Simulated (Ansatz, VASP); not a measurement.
## TaN in VASP and in Ansatz

```xyz
2
Lattice="2.9380 0.0000 0.0000 -1.4690 2.5444 0.0000 0.0000 0.0000 2.8830" Properties=species:S:1:pos:R:3 pbc="T T T"
Ta    0.0000    1.6963    1.4415
N     0.0000    0.0000    0.0000
```

Alike in both runs: task single point; functional LDA; k mesh 9 × 9 × 6; occupations gaussian, width 0.1 eV; no spin polarisation.

|  | VASP | Ansatz |
| --- | --- | --- |
| version | VASP 6.6.1 | Ansatz 0.2.0 |
| potentials or method | VASP PAW LDA potentials, release 64 (Ta_pv, N) | scalar-relativistic, plane waves, PAW |
| plane-wave cutoff (eV) | 520 | 420 |
| valence electrons in the cell | 16 | 18 |

VASP gave:

- gap on the k mesh at the Fermi level (eV): none
- pressure (GPa): -9.8
- largest component of the traceless stress (GPa): 1.29

Which values does Ansatz return?

gap on the k mesh at the Fermi level (eV): none; pressure (GPa): -11.6; largest component of the traceless stress (GPa): 1.43.

A gap of «none» marks a metal or a gap that the smearing closes. The two sets of potentials don't hold the same shells in valence.

Caveats: the k mesh is coarse (spacing up to 0.36 Å⁻¹), so the values aren't converged. The runs have no spin-orbit coupling, so splittings on Ta are missing.
